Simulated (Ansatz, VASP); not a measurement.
**Two plane-wave programs on Ge (a cell with a defect)**

```
Ge
1.0
     0.00000    5.66000    5.66000
     5.66000    0.00000    5.66000
     5.66000    5.66000    0.00000
Ge
17
Cartesian
  0.0112 -0.0069 -0.0091
  1.3565 1.4153 1.4147
  2.7998 2.8586 -0.0280
  4.2445 4.3124 1.4152
  2.8094 -0.0203 2.8505
  4.2451 1.4152 4.3077
  5.6909 2.8636 2.8653
  7.0889 4.2502 4.2376
  0.0122 2.8393 2.8373
  1.4102 4.2433 4.2475
  2.8168 5.6452 2.8443
  4.2443 7.0749 4.1766
  2.8211 2.8420 5.6473
  4.2449 4.1809 7.0750
  5.6926 5.6231 5.6252
  7.1453 7.0748 7.0755
  4.2731 7.0841 7.0607
```

Alike in both runs: functional PBEsol; k mesh 2 × 2 × 2; occupations fermi-dirac, width 0.15 eV; no spin polarisation.

Ansatz relaxed the structure, and its values are those at the end. VASP's run is a single point on that final structure, the one shown.

|  | VASP | Ansatz |
| --- | --- | --- |
| version | VASP 6.6.1 | Ansatz 0.2.0 |
| potentials or method | VASP PAW PBE potentials, release 64 (Ge_d) | scalar-relativistic, plane waves, PAW |
| plane-wave cutoff (eV) | 520 | 420 |
| valence electrons in the cell | 238 | 238 |

```csv
,VASP,Ansatz,Ansatz less VASP
rms of the force components (eV/Å),0.013,0.013,-0.0005
```

With one functional, cell and mesh, what is left measures potentials, basis and numerics.

Caveats: the k mesh is coarse (spacing up to 0.48 Å⁻¹), so the values aren't converged; the PAW data sets were made with another functional, which shifts forces and pressure a little (VASP).
